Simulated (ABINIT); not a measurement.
# ZnSe (Stilleite): G0W0 in ABINIT against the bands in the self-energy

Aim: move the bands in the self-energy of a G0W0 run on ZnSe (Stilleite) over a wide range.

Program: ABINIT 10.8.3. Level of theory: PBE and many-body steps on it, plane waves. Results are calculated unless marked as measured.

**1. Set-up**

It takes space group F-43m (No. 216, cubic). The conventional cell has a = 5.668 Å, b = 5.668 Å, c = 5.668 Å, α = 90.00°, β = 90.00°, γ = 90.00°. Nearest to Zn lie 4 Se at 2.45 Å. Nearest to Se lie 4 Zn at 2.45 Å. Farther neighbours and most contacts between anions are not listed.

The cell and positions come from the Crystallography Open Database and are kept as given unless a step says otherwise.

**2. Screening, 4×4×4 mesh, 310 bands, screening to 272.1 eV**

This step: ABINIT 10.8.3; RPA screening on PBE, plane waves, norm-conserving pseudopotentials.

The RPA dielectric matrix is built and inverted for each q.

File run.abi:

```
acell 3*1.0 Angstrom
rprim 
  -0.000000000000 2.833800000000 2.833800000000
  2.833800000000 0.000000000000 2.833800000000
  2.833800000000 2.833800000000 -0.000000000000
ntypat 2
znucl 30 34
natom 2
typat 1 2
xred 
  0.000000000000 0.000000000000 0.000000000000
  0.250000000000 0.250000000000 0.250000000000
pp_dirpath "pseudos"
pseudos "Zn.upf, Se.upf"
ecut 39
ngkpt 4 4 4
nshiftk 1
shiftk 0 0 0
kptopt 1
chksymbreak 0
istwfk *1
occopt 1
irdwfk 1
optdriver 3
nband 310
ecuteps 10
inclvkb 2
awtr 1
symchi 1
indata_prefix "in"
outdata_prefix "out"
tmpdata_prefix "tmp"
```

The run is started by

```console
$ OMP_NUM_THREADS=1 mpirun -n 8 abinit run.abi > log
```

What it wrote:

```text
.Version 10.8.3 of ABINIT. v10.8.2 released Aug 2026.

 Symmetries : space group F-4 3 m (#216); Bravais cF (face-center cubic)
[... echo of the input left out ...]
== DATASET  1 ==================================================================
-   mpi_nproc: 8, omp_nthreads: 1 (-1 if OMP is not activated)

--- !DatasetInfo
iteration_state: {dtset: 1, }
dimensions: {natom: 2, nkpt: 8, mband: 310, nsppol: 1, nspinor: 1, nspden: 1, mpw: 3591, }
cutoff_energies: {ecut:  39.0, pawecutdg:  -1.0, }
electrons: {nelect:   3.60000000E+01, charge:   0.00000000E+00, occopt:   1.00000000E+00, tsmear:   1.00000000E-02, }

 SCREENING: Calculation of the susceptibility and dielectric matrices

 Based on a program developped by R.W. Godby, V. Olevano, G. Onida, and L. Reining.
 Incorporated in ABINIT by V. Olevano, G.-M. Rignanese, and M. Torrent.
.Using double precision arithmetic ; gwpc =  8

[... cell and pseudopotentials left out ...]
--------------------------------------------------------------------------------

 ==== K-mesh for the wavefunctions ====
 Number of points in the irreducible wedge :     8
[... list of points left out ...]
 Together with 24 symmetry operations and time-reversal symmetry
 yields    64 points in the full Brillouin Zone.

 ==== Q-mesh for the screening function ====
 Number of points in the irreducible wedge :     8
[... list of points left out ...]
 Together with 24 symmetry operations and time-reversal symmetry
 yields    64 points in the full Brillouin Zone.

 setmesh: FFT mesh size selected  =    32x   32x   32
          total number of points  =        32768

 vcoul_init : cutoff-mode = AUXILIARY_FUNCTION
 q-points for optical limit:   1
     1)      0.000010    0.000020    0.000030

- screening: taking advantage of time-reversal symmetry
- Maximum band index for partially occupied states nbvw = 18
- Remaining bands to be divided among processors   nbcw = 292
- Number of bands treated by each node ~36

 Number of electrons calculated from density =   36.0000; Expected =   36.0000
 average of density, n =  0.117211
 r_s =    1.2676
 omega_plasma =   33.0248 [eV]

 calculating chi0 at frequencies [eV] :
  1    0.000000E+00    0.000000E+00
  2    0.000000E+00    3.302477E+01

--------------------------------------------------------------------------------
  q-point number  1        q = ( 0.000000, 0.000000, 0.000000) [r.l.u.]
--------------------------------------------------------------------------------
[... chi0 elements left out ...]
 For q-point:  0.000010 0.000020 0.000030
  dielectric constant =  14.0696
  dielectric constant without local fields =  15.0179

  Average fulfillment of the sum rule on Im[epsilon] for q-point    1 :     90.23  [%]
[... wings left out ...]
  q-point number  2        q = ( 0.250000, 0.000000, 0.000000) [r.l.u.]
--------------------------------------------------------------------------------
[... chi0 elements left out ...]
  Average fulfillment of the sum rule on Im[epsilon] for q-point    2 :    105.30  [%]

 [... 6 further q-points ...]
```

It took 89 s on 8 MPI ranks of Intel Xeon Platinum 8488C (Sapphire Rapids), shared host; peak memory 2.9 GiB.

Numbers from this step:

```yaml
eps_infinity_with_local_fields_on_this_mesh_along_the_program_s_q_direction: 14.07
the_same_without_local_fields: 15.02
plasma_frequency: 33.02 eV
plane_waves_in_the_screening_matrix: 459
```

Local fields lower ε∞ by 6 %. On a Γ-centred mesh this coarse the value itself is usually too large, while a short band sum pulls it down.

**3. 26 bands**

This step: G0W0 on PBE, plane waves, norm-conserving pseudopotentials.

run.abi, as its differences from that of step 2:

```diff
@@ -23,8 +23,15 @@
 irdwfk 1
-optdriver 3
-nband 310
+optdriver 4
+nband 26
+gwcalctyp 0
+ecutsigx 39
+symsigma 1
+nkptgw 1
+kptgw 
+  0.0000000000 0.0000000000 0.0000000000
+bdgw 
+  16 22
 ecuteps 10
-inclvkb 2
-awtr 1
-symchi 1
+irdscr 1
+ppmodel 1
 indata_prefix "in"
```

What it wrote:

```text
.Version 10.8.3 of ABINIT. v10.8.2 released Aug 2026.

 Symmetries : space group F-4 3 m (#216); Bravais cF (face-center cubic)
[... echo of the input left out ...]
== DATASET  1 ==================================================================
-   mpi_nproc: 8, omp_nthreads: 1 (-1 if OMP is not activated)

--- !DatasetInfo
iteration_state: {dtset: 1, }
dimensions: {natom: 2, nkpt: 8, mband: 26, nsppol: 1, nspinor: 1, nspden: 1, mpw: 3591, }
cutoff_energies: {ecut:  39.0, pawecutdg:  -1.0, }
electrons: {nelect:   3.60000000E+01, charge:   0.00000000E+00, occopt:   1.00000000E+00, tsmear:   1.00000000E-02, }

 SIGMA: Calculation of the GW corrections

 Based on a program developped by R.W. Godby, V. Olevano, G. Onida, and L. Reining.
 Incorporated in ABINIT by V. Olevano, G.-M. Rignanese, and M. Torrent.
.Using double precision arithmetic ; gwpc =  8

[... cell and pseudopotentials left out ...]
--------------------------------------------------------------------------------

 ==== K-mesh for the wavefunctions ====
 Number of points in the irreducible wedge :     8
[... list of points left out ...]
 Together with 24 symmetry operations and time-reversal symmetry
 yields    64 points in the full Brillouin Zone.

 ==== Q-mesh for screening function ====
 Number of points in the irreducible wedge :     8
[... list of points left out ...]
 Together with 24 symmetry operations and time-reversal symmetry
 yields    64 points in the full Brillouin Zone.

 vcoul_init : cutoff-mode = AUXILIARY_FUNCTION
 q-points for optical limit:   1
     1)      0.000010    0.000020    0.000030
 setmesh: FFT mesh size selected  =    45x   45x   45
          total number of points  =        91125

 Number of electrons calculated from density =   36.0000; Expected =   36.0000
 average of density, n =  0.117211
 r_s =    1.2676
 omega_plasma =   33.0248 [eV]

 === KS Band Gaps ===
  >>>> For spin  1
   Minimum direct gap =   1.2881 [eV], located at k-point      :   0.0000  0.0000  0.0000
   Fundamental gap    =   1.2881 [eV], Top of valence bands at :   0.0000  0.0000  0.0000
                                       Bottom of conduction at :   0.0000  0.0000  0.0000
 SIGMA fundamental parameters:
 PLASMON POLE MODEL  1
 number of plane-waves for SigmaX                 3527
 number of plane-waves for SigmaC and W            459
 number of plane-waves for wavefunctions          3527
 number of bands                                    26
 number of independent spin polarizations            1
 number of spinorial components                      1
 number of k-points in IBZ                           8
 number of q-points in IBZ                           8
 number of symmetry operations                      24
 number of k-points in BZ                           64
 number of q-points in BZ                           64
 number of frequencies for dSigma/dE                 9
 frequency step for dSigma/dE [eV]                0.25
 number of omega for Sigma on real axis              0
 max omega for Sigma on real axis  [eV]           0.00
 zcut for avoiding poles [eV]                     0.10

 EPSILON^-1 parameters (SCR file):
 dimension of the eps^-1 matrix on file            459
 dimension of the eps^-1 matrix used               459
 number of plane-waves for wavefunctions          3527
 number of bands                                   310
 number of q-points in IBZ                           8
 number of frequencies                               2
 number of real frequencies                          1
 number of imag frequencies                          1

 matrix elements of self-energy operator (all in [eV])

 Perturbative Calculation

--- !SelfEnergy_ee
iteration_state: {dtset: 1, }
kpoint     : [   0.000,    0.000,    0.000, ]
spin       : 1
KS_gap     :    1.288
QP_gap     :    2.380
Delta_QP_KS:    1.092
data: !SigmaeeData |
     Band     E0 <VxcDFT>   SigX SigC(E0)      Z dSigC/dE  Sig(E)    E-E0       E
       16   3.405 -16.589 -20.446   3.713   0.815  -0.228 -16.706  -0.118   3.287
       17   3.405 -16.589 -20.446   3.713   0.815  -0.228 -16.706  -0.118   3.287
       18   3.405 -16.589 -20.446   3.713   0.815  -0.228 -16.706  -0.118   3.287
       19   4.693 -12.624  -8.875  -2.575   0.829  -0.206 -11.650   0.974   5.667
       20   9.220 -10.891  -5.994  -2.815   0.837  -0.195  -9.149   1.742  10.962
       21   9.220 -10.891  -5.994  -2.815   0.837  -0.195  -9.149   1.742  10.962
       22   9.220 -10.891  -5.994  -2.815   0.837  -0.195  -9.149   1.742  10.962

== END DATASET(S) ==============================================================
================================================================================

 -outvars: echo values of variables after computation  --------
           etotal      0.0000000000E+00
            nband          26
             nkpt           8
          spgroup         216
 [... the other variables as echoed above ...]

 Calculation completed.
```

Run time: 4.5 s. Hardware: 8 MPI ranks; peak memory 1.8 GiB.

Numbers from this step:

```yaml
g0w0_gap_on_the_points_computed: 2.38 eV
starting_gap_on_the_mesh: 1.288 eV
k_of_the_valence_top: 0, 0, 0
k_of_the_conduction_bottom: 0, 0, 0
z_at_the_valence_top: 0.815
z_at_the_conduction_bottom: 0.829
least_direct_g0w0_gap_on_the_computed_points: 2.38 eV
```

**4. 27 bands**

run.abi, as its differences from that of step 3:

```diff
@@ -24,3 +24,3 @@
 optdriver 4
-nband 26
+nband 27
 gwcalctyp 0
```

What it wrote:

```text
.Version 10.8.3 of ABINIT. v10.8.2 released Aug 2026.

 Symmetries : space group F-4 3 m (#216); Bravais cF (face-center cubic)
[... echo of the input left out ...]
== DATASET  1 ==================================================================
-   mpi_nproc: 8, omp_nthreads: 1 (-1 if OMP is not activated)

--- !DatasetInfo
iteration_state: {dtset: 1, }
dimensions: {natom: 2, nkpt: 8, mband: 27, nsppol: 1, nspinor: 1, nspden: 1, mpw: 3591, }
cutoff_energies: {ecut:  39.0, pawecutdg:  -1.0, }
electrons: {nelect:   3.60000000E+01, charge:   0.00000000E+00, occopt:   1.00000000E+00, tsmear:   1.00000000E-02, }

 SIGMA: Calculation of the GW corrections

 Based on a program developped by R.W. Godby, V. Olevano, G. Onida, and L. Reining.
 Incorporated in ABINIT by V. Olevano, G.-M. Rignanese, and M. Torrent.
.Using double precision arithmetic ; gwpc =  8

[... cell and pseudopotentials left out ...]
--------------------------------------------------------------------------------

 ==== K-mesh for the wavefunctions ====
 Number of points in the irreducible wedge :     8
[... list of points left out ...]
 Together with 24 symmetry operations and time-reversal symmetry
 yields    64 points in the full Brillouin Zone.

 ==== Q-mesh for screening function ====
 Number of points in the irreducible wedge :     8
[... list of points left out ...]
 Together with 24 symmetry operations and time-reversal symmetry
 yields    64 points in the full Brillouin Zone.

 vcoul_init : cutoff-mode = AUXILIARY_FUNCTION
 q-points for optical limit:   1
     1)      0.000010    0.000020    0.000030
 setmesh: FFT mesh size selected  =    45x   45x   45
          total number of points  =        91125

 Number of electrons calculated from density =   36.0000; Expected =   36.0000
[...]
number of q-points in BZ                           64
 number of frequencies for dSigma/dE                 9
 frequency step for dSigma/dE [eV]                0.25
 number of omega for Sigma on real axis              0
 max omega for Sigma on real axis  [eV]           0.00
 zcut for avoiding poles [eV]                     0.10

 EPSILON^-1 parameters (SCR file):
 dimension of the eps^-1 matrix on file            459
 dimension of the eps^-1 matrix used               459
 number of plane-waves for wavefunctions          3527
 number of bands                                   310
 number of q-points in IBZ                           8
 number of frequencies                               2
 number of real frequencies                          1
 number of imag frequencies                          1

 matrix elements of self-energy operator (all in [eV])

 Perturbative Calculation

--- !SelfEnergy_ee
iteration_state: {dtset: 1, }
kpoint     : [   0.000,    0.000,    0.000, ]
spin       : 1
KS_gap     :    1.288
QP_gap     :    2.391
Delta_QP_KS:    1.103
data: !SigmaeeData |
     Band     E0 <VxcDFT>   SigX SigC(E0)      Z dSigC/dE  Sig(E)    E-E0       E
       16   3.405 -16.589 -20.446   3.628   0.813  -0.230 -16.775  -0.187   3.218
       17   3.405 -16.589 -20.446   3.628   0.813  -0.230 -16.775  -0.187   3.218
       18   3.405 -16.589 -20.446   3.628   0.813  -0.230 -16.775  -0.187   3.218
       19   4.693 -12.624  -8.875  -2.643   0.828  -0.207 -11.708   0.916   5.609
       20   9.220 -10.891  -5.994  -2.956   0.834  -0.199  -9.272   1.619  10.839
       21   9.220 -10.891  -5.994  -2.956   0.834  -0.199  -9.272   1.619  10.839
       22   9.220 -10.891  -5.994  -2.956   0.834  -0.199  -9.272   1.619  10.839

== END DATASET(S) ==============================================================
================================================================================

 -outvars: echo values of variables after computation  --------
           etotal      0.0000000000E+00
            nband          27
             nkpt           8
          spgroup         216
 [... the other variables as echoed above ...]

 Calculation completed.
```

It took 4.6 s on 8 MPI ranks; peak memory 1.8 GiB.

Numbers from this step:

* G0W0 gap on the points computed: 2.391 eV
* starting gap on the mesh: 1.288 eV
* k of the valence top: 0, 0, 0
* k of the conduction bottom: 0, 0, 0
* Z at the valence top: 0.813
* Z at the conduction bottom: 0.828
* least direct G0W0 gap on the computed points: 2.391 eV

**5. 44 bands**

run.abi, as its differences from that of step 4:

```diff
@@ -24,3 +24,3 @@
 optdriver 4
-nband 27
+nband 44
 gwcalctyp 0
```

What it wrote:

```text
.Version 10.8.3 of ABINIT. v10.8.2 released Aug 2026.

 Symmetries : space group F-4 3 m (#216); Bravais cF (face-center cubic)
[... echo of the input left out ...]
== DATASET  1 ==================================================================
-   mpi_nproc: 8, omp_nthreads: 1 (-1 if OMP is not activated)

--- !DatasetInfo
iteration_state: {dtset: 1, }
dimensions: {natom: 2, nkpt: 8, mband: 44, nsppol: 1, nspinor: 1, nspden: 1, mpw: 3591, }
cutoff_energies: {ecut:  39.0, pawecutdg:  -1.0, }
electrons: {nelect:   3.60000000E+01, charge:   0.00000000E+00, occopt:   1.00000000E+00, tsmear:   1.00000000E-02, }

 SIGMA: Calculation of the GW corrections

 Based on a program developped by R.W. Godby, V. Olevano, G. Onida, and L. Reining.
 Incorporated in ABINIT by V. Olevano, G.-M. Rignanese, and M. Torrent.
.Using double precision arithmetic ; gwpc =  8

[... cell and pseudopotentials left out ...]
--------------------------------------------------------------------------------

 ==== K-mesh for the wavefunctions ====
 Number of points in the irreducible wedge :     8
[... list of points left out ...]
 Together with 24 symmetry operations and time-reversal symmetry
 yields    64 points in the full Brillouin Zone.

 ==== Q-mesh for screening function ====
 Number of points in the irreducible wedge :     8
[... list of points left out ...]
 Together with 24 symmetry operations and time-reversal symmetry
 yields    64 points in the full Brillouin Zone.

 vcoul_init : cutoff-mode = AUXILIARY_FUNCTION
 q-points for optical limit:   1
     1)      0.000010    0.000020    0.000030
 setmesh: FFT mesh size selected  =    45x   45x   45
          total number of points  =        91125

 Number of electrons calculated from density =   36.0000; Expected =   36.0000
[...]
number of q-points in BZ                           64
 number of frequencies for dSigma/dE                 9
 frequency step for dSigma/dE [eV]                0.25
 number of omega for Sigma on real axis              0
 max omega for Sigma on real axis  [eV]           0.00
 zcut for avoiding poles [eV]                     0.10

 EPSILON^-1 parameters (SCR file):
 dimension of the eps^-1 matrix on file            459
 dimension of the eps^-1 matrix used               459
 number of plane-waves for wavefunctions          3527
 number of bands                                   310
 number of q-points in IBZ                           8
 number of frequencies                               2
 number of real frequencies                          1
 number of imag frequencies                          1

 matrix elements of self-energy operator (all in [eV])

 Perturbative Calculation

--- !SelfEnergy_ee
iteration_state: {dtset: 1, }
kpoint     : [   0.000,    0.000,    0.000, ]
spin       : 1
KS_gap     :    1.288
QP_gap     :    2.437
Delta_QP_KS:    1.149
data: !SigmaeeData |
     Band     E0 <VxcDFT>   SigX SigC(E0)      Z dSigC/dE  Sig(E)    E-E0       E
       16   3.405 -16.589 -20.446   2.885   0.805  -0.242 -17.371  -0.782   2.623
       17   3.405 -16.589 -20.446   2.885   0.805  -0.242 -17.371  -0.782   2.623
       18   3.405 -16.589 -20.446   2.885   0.805  -0.242 -17.371  -0.782   2.623
       19   4.693 -12.624  -8.875  -3.303   0.820  -0.220 -12.258   0.366   5.059
       20   9.220 -10.891  -5.994  -3.893   0.820  -0.219 -10.067   0.824  10.043
       21   9.220 -10.891  -5.994  -3.893   0.820  -0.219 -10.067   0.824  10.043
       22   9.220 -10.891  -5.994  -3.893   0.820  -0.219 -10.067   0.824  10.043

== END DATASET(S) ==============================================================
================================================================================

 -outvars: echo values of variables after computation  --------
           etotal      0.0000000000E+00
            nband          44
             nkpt           8
          spgroup         216
 [... the other variables as echoed above ...]

 Calculation completed.
```

Elapsed: 5.7 s, on 8 MPI ranks; peak memory 1.8 GiB.

Numbers from this step:

| Quantity | Value |
| --- | --- |
| G0W0 gap on the points computed | 2.436 eV |
| starting gap on the mesh | 1.288 eV |
| k of the valence top | 0, 0, 0 |
| k of the conduction bottom | 0, 0, 0 |
| Z at the valence top | 0.805 |
| Z at the conduction bottom | 0.82 |
| least direct G0W0 gap on the computed points | 2.436 eV |

(Part 1 of 2 ends here.)

[Paths, hosts, dates, memory and timing lines, banners, echoed tables and standing remarks are left out of the program output.]

[Logs are printed without paths, hosts, clocks, repeated set-up lines and the standing remarks that a program may print on its own settings, such as how far it seeks lower states.]

[Runs of the session that timed out or met a known fault of the program may be left out.]

[Hosts, paths, dates, database ids (printed as entryN), source tags and the programs' standing remarks are cut or masked in the printed files.]

[G0W0 gaps are taken among the corrected bands and points alone; a level outside them can change the order at an edge.]

[Where Ansatz stands beside ABINIT at settings called matched, ABINIT's density can come from a denser mesh and the files from another edition; pairs whose starting gaps differed by over 0.03 eV were left out, so agreement reads better than it is.]
